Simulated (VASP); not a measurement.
# Pt (Im-3m) in VASP: notebook

Runs on Pt. Level: LDA. Tasks: single point.

Everything below comes from runs of VASP 6.6.1. Logs are shortened: lines on timing, memory, paths and dates and some standing lists are left out, and cuts for length are marked.

## (1) The crystal as given

It takes space group Im-3m (No. 229, cubic). Conventional cell: a = 3.168 Å, b = 3.168 Å, c = 3.168 Å, α = 90.00°, β = 90.00°, γ = 90.00°. Pt (site symmetry m-3m) has 8 Pt at 2.74 Å as nearest neighbours.

This isn't the form of Pt at room conditions, which is fcc.

## (2) Single point, LDA

INCAR reads:

```
PREC = Accurate
ENCUT = 460
EDIFF = 1E-6
ISMEAR = 0
SIGMA = 0.15
LREAL = False
LASPH = True
NELM = 100
ALGO = Normal
ISIF = 2
LWAVE = False
LCHARG = False
GGA = CA
ADDGRID = False
```

KPOINTS reads:

```
Automatic mesh
0
Gamma
  15 15 15
```

POSCAR reads:

```
Pt
1.0
   -1.5842200000      1.5842200000      1.5842200000
    1.5842200000     -1.5842200000      1.5842200000
    1.5842200000      1.5842200000     -1.5842200000
Pt
1
Direct
    0.0000000000      0.0000000000      0.0000000000
```

Potentials or basis: VASP PAW LDA potentials, release 64 (Pt).

The run is started by

```console
cat potpaw_LDA.64/Pt/POTCAR > POTCAR
mpirun -np 1 vasp_std > vasp.out
```

OUTCAR:

```text
PREC = Accurate
   ENCUT = 460
   EDIFF = 1E-6
   ISMEAR = 0
   LREAL = False
   LASPH = True
   NELM = 100
   ISIF = 2
   GGA = CA

 Found    120 irreducible k-points:

 Following reciprocal coordinates:
            Coordinates               Weight
  0.000000  0.000000  0.000000      1.000000
  0.066667  0.000000  0.000000     12.000000
  0.133333  0.000000  0.000000     12.000000
  0.200000  0.000000  0.000000     12.000000
  0.266667  0.000000  0.000000     12.000000
  0.333333  0.000000  0.000000     12.000000
   k-points           NKPTS =    120   k-points in BZ     NKDIM =    120   number of bands    NBANDS=      9
   number of dos      NEDOS =    301   number of ions     NIONS =      1
   total plane-waves  NPLWV =   8000
   dimension x,y,z NGX =    20 NGY =   20 NGZ =   20
   dimension x,y,z NGXF=    40 NGYF=   40 NGZF=   40
   ions per type =               1
   NGX,Y,Z   is equivalent  to a cutoff of  12.12, 12.12, 12.12 a.u.
   NGXF,Y,Z  is equivalent  to a cutoff of  24.23, 24.23, 24.23 a.u.
 SYSTEM =  unknown system
   PREC   = accura    normal or accurate (medium, high low for compatibility)
   ISTART =      0    job   : 0-new  1-cont  2-samecut
   ICHARG =      2    charge: 1-file 2-atom 10-const
   ISPIN  =      1    spin polarized calculation?
   LNONCOLLINEAR =      F non collinear calculations
   LSORBIT =      F    spin-orbit coupling
   LASPH  =      T    aspherical Exc in radial PAW
   ENCUT  =  460.0 eV  33.81 Ry    5.81 a.u.   4.80  4.80  4.80*2*pi/ulx,y,z
   NELM   =    100;   NELMIN=  2; NELMDL= -5     # of ELM steps
   EDIFF  = 0.1E-05   stopping-criterion for ELM
   LREAL  =      F    real-space projection
   EDIFFG = 0.1E-04   stopping-criterion for IOM
   NSW    =      0    number of steps for IOM
   IBRION =     -1    ionic relax: 0-MD 1-quasi-New 2-CG
   NFREE  =      0    steps in history (QN), initial steepest desc. (CG)
   ISIF   =      2    stress and relaxation
   ISYM   =      2    0-nonsym 1-usesym 2-fastsym
   POTIM  = 0.5000    time-step for ionic-motion
   TEBEG  =    0.0;   TEEND  =   0.0 temperature during run
   PSTRESS=    0.0 pullay stress
   NELECT =      10.0000    total number of electrons
   NUPDOWN=      -1.0000    fix difference up-down
   EMIN   =  10.00;   EMAX   =-10.00  energy-range for DOS
   EFERMI =   0.00;   METHOD = LEGACY
   ISMEAR =     0;   SIGMA  =   0.15  broadening in eV -4-tet -1-fermi 0-gaus
   EFERMI_NEDOS =   21; number of points for ismear=-14 and -15
   IALGO  =     38    algorithm
   IMIX   =      4    mixing-type and parameters
     AMIX     =   0.40;   BMIX     =  1.00
     AMIX_MAG =   1.60;   BMIX_MAG =  1.00
  volume/ion in A,a.u.               =      15.90       107.33
  Fermi-wavevector in a.u.,A,eV,Ry     =   1.402510  2.650360 26.763132  1.967035
  Thomas-Fermi vector in A             =   2.525265
   LORBIT       =      0    0 simple, 1 ext, 2 COOP (PROOUT), +10 PAW based schemes
   GGA     = CA    functional components
   LHFCALC =     F    Hartree Fock is set to
   AEXX    =    0.0000 exact exchange contribution
   IVDW    =     0    specifies the selected vdW correction
   LEPSILON=     F    determine dielectric tensor
   LRPA    =     F    only Hartree local field effects (RPA)
 non-spin polarized calculation
 Gauss-broadening in eV      SIGMA  =   0.15
  energy-cutoff  :      460.00
  volume of cell :       15.90
 maximum number of plane-waves:       370
   NGX =  9   NGY =  9   NGZ =  9

 number of electron      10.0000000 magnetization

 Free energy of the ion-electron system (eV)
  ---------------------------------------------------
  ext. energy  EPLUGINS =         0.00000000
  ---------------------------------------------------
  free energy    TOTEN  =        -7.35437682 eV

  energy without entropy =       -7.34601937  energy(sigma->0) =       -7.35019810

 E-fermi :   9.9555     XC(G=0): -13.3762

 val. band max:        9.9532992056   @ k =  -0.2667   0.3333   0.1333
 cond. band min:       9.9577326935   @ k =   0.4667   0.0667  -0.0000
 fundamental gap:      0.0044334879
 Fermi energy:         9.9555067611

 k-point     1 :       0.0000    0.0000    0.0000
  band No.  band energies     occupation
      1       0.4797      2.00000
      2       6.4612      2.00000
      3       6.4612      2.00000
      4       6.4612      2.00000
      5       8.9772      2.00000
      6       8.9772      2.00000
      7      27.0065      0.00000
      8      27.0065      0.00000
      9      27.0065      0.00000

 k-point     2 :       0.0667    0.0000    0.0000
  band No.  band energies     occupation
      1       0.6596      2.00000
      2       6.3911      2.00000
      3       6.4614      2.00000
      4       6.6048      2.00000
      5       8.8865      2.00000
      6       8.9819      2.00000
      7      27.0897      0.00000
      8      27.1490      0.00000
      9      27.2709      0.00000

 k-point     3 :       0.1333    0.0000    0.0000
  band No.  band energies     occupation
      1       1.1772      2.00000
      2       6.1984      2.00000
      3       6.4496      2.00000
      4       7.0264      2.00000
      5       8.6898      2.00000
      6       8.9993      2.00000
      7      27.1557      0.00000
      8      27.2188      0.00000
      9      28.0372      0.00000

 k-point     4 :       0.2000    0.0000    0.0000
  band No.  band energies     occupation
      1       1.9484      2.00000
      2       5.9279      2.00000
      3       6.4341      2.00000
      4       7.6955      2.00000
      5       8.5483      2.00000
      6       9.0361      2.00000
      7      26.1092      0.00000
      8      26.7033      0.00000
      9      29.2296      0.00000

 k-point     5 :       0.2667    0.0000    0.0000
  band No.  band energies     occupation
      1       2.7635      2.00000
      2       5.6346      2.00000
      3       6.5900      2.00000
      4       8.5532      2.00000
      5       8.5592      2.00000
      6       9.0956      2.00000
      7      23.6932      0.00000
      8      25.6662      0.00000
      9      30.7416      0.00000

 k-point     6 :       0.3333    0.0000    0.0000
  band No.  band energies     occupation
      1       3.2821      2.00000
      2       5.3693      2.00000
      3       7.2727      2.00000
      4       8.7004      2.00000
      5       9.1709      2.00000
      6       9.4967      1.99998
      7      20.9253      0.00000
      8      24.5520      0.00000
      9      28.5311      0.00000

 [... further k-points ...]

------------------------ aborting loop because EDIFF is reached ----------------------------------------

  FORCE on cell =-STRESS in cart. coord.  units (eV):
  Direction    XX          YY          ZZ          XY          YZ          ZX
  --------------------------------------------------------------------------------------
  -------------------------------------------------------------------------------------
  Total       -1.5301122     -1.5301122     -1.5301122      0.0000000      0.0000000     -0.0000000
  in kB     -154.1442682   -154.1442682   -154.1442682      0.0000000      0.0000000     -0.0000000
  external PRESSURE =    -154.1442682 kB  Pullay stress =       0.0000000 kB

 VOLUME and BASIS-vectors are now :
 -----------------------------------------------------------------------------
  energy-cutoff  :      460.00
  volume of cell :       15.90
      direct lattice vectors                 reciprocal lattice vectors
    -1.584220000  1.584220000  1.584220000     0.000000000  0.315612731  0.315612731
     1.584220000 -1.584220000  1.584220000     0.315612731  0.000000000  0.315612731
     1.584220000  1.584220000 -1.584220000     0.315612731  0.315612731  0.000000000

 POSITION                                       TOTAL-FORCE (eV/Angst)
 -----------------------------------------------------------------------------------
      0.00000      0.00000      0.00000         0.000000     -0.000000     -0.000000
 -----------------------------------------------------------------------------------
    total drift:                                0.000000     -0.000000      0.000000

  FREE ENERGIE OF THE ION-ELECTRON SYSTEM (eV)
  ---------------------------------------------------
  free  energy   TOTEN  =        -7.3543768225 eV

  energy  without entropy=       -7.3460193714  energy(sigma->0) =       -7.35019810
```

It took 8.8 s on 1 thread of Intel Xeon Platinum 8488C (Sapphire Rapids), shared host; peak memory 0.12 GiB.

These settings aren't checked as converged: the numbers below hold their error.

Results:

| Item | Value |
| --- | --- |
| Free energy | -7.3544 eV |
| Pressure | -15.4 GPa |
| Band gap on the k mesh | none (metal or under the smearing width) |

## (3) Single point, LDA

INCAR: that of step 2 with these lines changed.

```diff
@@ -3,3 +3,3 @@
 EDIFF = 1E-6
-ISMEAR = 0
+ISMEAR = -1
 SIGMA = 0.15
```

KPOINTS is that of step 2.

POSCAR is that of step 2.

Potentials or basis: VASP PAW LDA potentials, release 64 (Pt).

The run is started by

```console
cat potpaw_LDA.64/Pt/POTCAR > POTCAR
mpirun -np 1 vasp_std > vasp.out
```

It took 9.3 s on 1 thread of Intel Xeon Platinum 8488C (Sapphire Rapids), shared host; peak memory 0.13 GiB.

The run converged, but some of its settings lie outside the range that counts as converged, so its numbers aren't taken as properties of the crystal.

What came out:

```yaml
Free_energy: -7.3838 eV
Pressure: -14.8 GPa
Band_gap_on_the_k_mesh: none (metal or under the smearing width)
```

## (4) Single point, LDA

INCAR: that of step 3 with these lines changed.

```diff
@@ -1,5 +1,5 @@
 PREC = Accurate
-ENCUT = 460
+ENCUT = 900
 EDIFF = 1E-6
-ISMEAR = -1
+ISMEAR = 1
 SIGMA = 0.15
```

KPOINTS reads:

```
Automatic mesh
0
Gamma
  11 11 11
```

POSCAR is that of step 3.

Potentials or basis: VASP PAW LDA potentials, release 64 (Pt).

The run is started by

```console
cat potpaw_LDA.64/Pt/POTCAR > POTCAR
mpirun -np 1 vasp_std > vasp.out
```

OUTCAR:

```text
PREC = Accurate
   ENCUT = 900
   EDIFF = 1E-6
   ISMEAR = 1
   LREAL = False
   LASPH = True
   NELM = 100
   ISIF = 2
   GGA = CA

 Found     56 irreducible k-points:

 Following reciprocal coordinates:
            Coordinates               Weight
  0.000000  0.000000  0.000000      1.000000
  0.090909  0.000000  0.000000     12.000000
  0.181818  0.000000  0.000000     12.000000
  0.272727  0.000000  0.000000     12.000000
  0.363636  0.000000  0.000000     12.000000
  0.454545  0.000000  0.000000     12.000000
   k-points           NKPTS =     56   k-points in BZ     NKDIM =     56   number of bands    NBANDS=      9
   number of dos      NEDOS =    301   number of ions     NIONS =      1
   total plane-waves  NPLWV =  21952
   dimension x,y,z NGX =    28 NGY =   28 NGZ =   28
   dimension x,y,z NGXF=    56 NGYF=   56 NGZF=   56
   ions per type =               1
   NGX,Y,Z   is equivalent  to a cutoff of  16.96, 16.96, 16.96 a.u.
   NGXF,Y,Z  is equivalent  to a cutoff of  33.93, 33.93, 33.93 a.u.
 SYSTEM =  unknown system
   PREC   = accura    normal or accurate (medium, high low for compatibility)
   ISTART =      0    job   : 0-new  1-cont  2-samecut
   ICHARG =      2    charge: 1-file 2-atom 10-const
   ISPIN  =      1    spin polarized calculation?
   LNONCOLLINEAR =      F non collinear calculations
   LSORBIT =      F    spin-orbit coupling
   LASPH  =      T    aspherical Exc in radial PAW
[... 60 lines left out ...]
      1       0.4796      2.00000
      2       6.4612      2.00000
      3       6.4612      2.00000
      4       6.4612      2.00000
      5       8.9707      2.00000
      6       8.9707      2.00000
      7      27.0065      0.00000
      8      27.0065      0.00000
      9      27.0065      0.00000
[... 49 lines left out ...]
 k-point     6 :       0.4545    0.0000    0.0000
  band No.  band energies     occupation
      1       3.4153      2.00000
      2       5.0774      2.00000
      3       8.7287      2.00000
      4       9.2772      2.00000
      5       9.8389      1.41612
      6      10.8299     -0.00000
      7      16.6987      0.00000
      8      23.2809      0.00000
      9      25.8934      0.00000

 [... further k-points ...]

------------------------ aborting loop because EDIFF is reached ----------------------------------------

  FORCE on cell =-STRESS in cart. coord.  units (eV):
  Direction    XX          YY          ZZ          XY          YZ          ZX
  --------------------------------------------------------------------------------------
  -------------------------------------------------------------------------------------
  Total       -1.4908972     -1.4908972     -1.4908972      0.0000000      0.0000000      0.0000000
  in kB     -150.1937367   -150.1937367   -150.1937367      0.0000000      0.0000000      0.0000000
  external PRESSURE =    -150.1937367 kB  Pullay stress =       0.0000000 kB

 VOLUME and BASIS-vectors are now :
 -----------------------------------------------------------------------------
  energy-cutoff  :      900.00
  volume of cell :       15.90
      direct lattice vectors                 reciprocal lattice vectors
    -1.584220000  1.584220000  1.584220000     0.000000000  0.315612731  0.315612731
     1.584220000 -1.584220000  1.584220000     0.315612731  0.000000000  0.315612731
     1.584220000  1.584220000 -1.584220000     0.315612731  0.315612731  0.000000000

 POSITION                                       TOTAL-FORCE (eV/Angst)
 -----------------------------------------------------------------------------------
      0.00000      0.00000      0.00000         0.000000      0.000000      0.000000
 -----------------------------------------------------------------------------------
    total drift:                               -0.000000     -0.000000     -0.000000

  FREE ENERGIE OF THE ION-ELECTRON SYSTEM (eV)
  ---------------------------------------------------
  free  energy   TOTEN  =        -7.3154288185 eV

  energy  without entropy=       -7.3107238816  energy(sigma->0) =       -7.31386051
```

stdout:

```text
POSCAR found type information on POSCAR Pt
 POSCAR found :  1 types and       1 ions
 scaLAPACK will be used
 LDA part: xc-table for (Slater(with rela. corr.)+CA(PZ))
 , standard interpolation
 POSCAR, INCAR and KPOINTS ok, starting setup
 FFT: planning ... GRIDC
 FFT: planning ... GRID_SOFT
 FFT: planning ... GRID
 WAVECAR not read
 entering main loop
```

Run time: 12 s. Hardware: 1 thread of Intel Xeon Platinum 8488C (Sapphire Rapids), shared host; peak memory 0.16 GiB.

The run converged, but some of its settings lie outside the range that counts as converged, so its numbers aren't taken as properties of the crystal.

What came out:

| Property | Result |
| --- | --- |
| Free energy | -7.3154 eV |
| Pressure | -15.0 GPa |
| Band gap on the k mesh | none (metal or under the smearing width) |
